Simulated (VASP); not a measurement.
Here is a VASP 6.6.1 calculation.

The input INCAR:

```
SYSTEM = GaSb
ALGO     = Normal         ! electronic algorithm
EDIFF    = 1E-6           ! SCF threshold, eV
ENCUT    = 500            ! plane-wave cutoff, eV
GGA_COMPAT= .False.      
ISIF     = 2              ! what is computed and relaxed
ISMEAR   = -1             ! smearing method
LASPH    = .True.         ! aspherical terms in the spheres
LCHARG   = .False.        ! write CHGCAR
LREAL    = .False.        ! projectors in reciprocal space
LWAVE    = .False.        ! write WAVECAR
NBANDS   = 16             ! bands
NELM     = 120            ! most SCF steps
PREC     = Accurate       ! precision mode
SIGMA    = 0.0272         ! smearing width, eV
```

File KPOINTS:

```
k-points
0
Gamma
  6 6 6
  0 0 0
```

File POSCAR:

```
GaSb
1.0
    0.0000000000      3.0590000000      3.0590000000
    3.0590000000      0.0000000000      3.0590000000
    3.0590000000      3.0590000000      0.0000000000
Ga Sb
1 1
Direct
    0.0000000000      0.0000000000      0.0000000000
    0.7500000000      0.7500000000      0.7500000000
```

Potentials or basis: VASP PAW LDA potentials, release 64 (Ga_d, Sb).

Run with:

```sh
$ cat potpaw_LDA.64/Ga_d/POTCAR potpaw_LDA.64/Sb/POTCAR > POTCAR
$ mpirun -np 1 vasp_std > vasp.out
```

(1) Estimate the pressure.

(2) Estimate the band gap on the k mesh.

Results:

(1) -1.5 GPa.

(2) zero (filled and empty bands touch).

Caveat: spin-orbit coupling is left out, which moves the levels of the heavy elements.

**What was measured.**

From a printed reference work, data compilation, for a bulk crystal of GaSb at 4.2 K: band gap 0.811 eV (direct).

Against the measured gap of GaSb, 0.811 eV (direct; 4.2 K; a printed reference work, data compilation), the calculated 0.00 eV is off by -0.81 eV. Spin-orbit coupling on Ga, Sb is left out. The value is that of LDA on a finite k mesh, which can miss the band edges, without temperature or zero-point motion. Semilocal functionals fall short of measured gaps as a rule.
